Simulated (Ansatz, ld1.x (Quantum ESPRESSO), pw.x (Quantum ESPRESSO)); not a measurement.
## What a changed setting does to a pw.x run (diamond Al)

Potential: norm-conserving RRKJ (Kleinman–Bylander form), ld1.x (Quantum ESPRESSO) 7.5, PBE; core [Ne], reference 3s2 3p1; waves: 3s (bound): rc 1.85 bohr; 3p (bound): rc 2.50 bohr; 3d channel at 0.4 Ry: rc 2.45 bohr; local part: all-electron potential smoothed inside 2.10 bohr (lloc = -1); core correction: a·sin(br)/r model core, default radius (core density twice the valence density); rho0 0.01.

The reference run (k-mesh 8³, cutoffs 50/200 Ry, Fermi–Dirac 0.01 Ry, mixing_beta 0.4, conv_thr 1e-9, no spin) gives -0.34 GPa at 27.707 Å³/atom, where all-electron LAPW gives -0.02 GPa. This run, with its own iteration cap, changes smearing to mp.

```
&control
  calculation='scf', prefix='x', pseudo_dir='./', outdir='./tmp', tstress=.true., disk_io='none'
/
&system
  ibrav=0, nat=2, ntyp=1, ecutwfc=50, ecutrho=200, nbnd=10,
  occupations='smearing', smearing='mp', degauss=0.01
/
&electrons
  conv_thr=1e-09, mixing_beta=0.4, electron_maxstep=50
/
ATOMIC_SPECIES
Al 1.0 Al.UPF
CELL_PARAMETERS angstrom
  0.00000000 3.02595990 3.02595990
  3.02595990 0.00000000 3.02595990
  3.02595990 3.02595990 0.00000000
ATOMIC_POSITIONS crystal
Al 0.0000 0.0000 0.0000
Al 0.2500 0.2500 0.2500
K_POINTS automatic
8 8 8 0 0 0
```

```bash
pw.x < Al.scf.in > Al.scf.out
```

**Question.** How does the run end?

**Answer.** It converges in 7 iterations; the free energy moves by +24.1 meV/atom and the pressure by -0.07 GPa. This scheme is built to cancel the term in the square of the width that Fermi–Dirac smearing leaves in the F of a metal.

```
Message from routine setup:
     using ibrav=0 with symmetry is DISCOURAGED, use correct ibrav instead
     lattice parameter (alat)  =       8.0868  a.u.
     unit-cell volume          =     373.9522 (a.u.)^3
     number of electrons       =         6.00
     number of Kohn-Sham states=           10
     kinetic-energy cutoff     =      50.0000  Ry
     charge density cutoff     =     200.0000  Ry
     scf convergence threshold =      1.0E-09
     Exchange-correlation= PBE
     number of k points=    29  Methfessel-Paxton smearing, width (Ry)=  0.0100
     iteration #  1     ecut=    50.00 Ry     beta= 0.40
     total energy              =     -10.82949385 Ry
     estimated scf accuracy    <       0.00900148 Ry
     iteration #  2     ecut=    50.00 Ry     beta= 0.40
     total energy              =     -10.82958968 Ry
     estimated scf accuracy    <       0.00326460 Ry
     iteration #  3     ecut=    50.00 Ry     beta= 0.40
     total energy              =     -10.82961479 Ry
     estimated scf accuracy    <       0.00000225 Ry
     iteration #  4     ecut=    50.00 Ry     beta= 0.40
     total energy              =     -10.82961604 Ry
     estimated scf accuracy    <       0.00000060 Ry
     iteration #  5     ecut=    50.00 Ry     beta= 0.40
     total energy              =     -10.82961606 Ry
     estimated scf accuracy    <          2.7E-09 Ry
     iteration #  6     ecut=    50.00 Ry     beta= 0.40
     total energy              =     -10.82961606 Ry
     estimated scf accuracy    <          1.1E-09 Ry
     iteration #  7     ecut=    50.00 Ry     beta= 0.40
     the Fermi energy is     2.7358 ev
!    total energy              =     -10.82961606 Ry
     estimated scf accuracy    <          2.9E-11 Ry
     smearing contrib. (-TS)   =       0.00005523 Ry
     The total energy is F=E-TS. E is the sum of the following terms:
     one-electron contribution =       2.98066730 Ry
     hartree contribution      =       0.40954985 Ry
     xc contribution           =      -5.74154178 Ry
     ewald contribution        =      -8.47834666 Ry
     convergence has been achieved in   7 iterations
          total   stress  (Ry/bohr**3)                   (kbar)     P=       -4.09
     Message from routine punch:
     Nothing written, as per user request (disk_io='none')
```

The run took about 14 s on one core of a shared host (Intel(R) Xeon(R) Platinum 8259CL CPU @ 2.50GHz, 96 threads, 755 GiB, load 66).
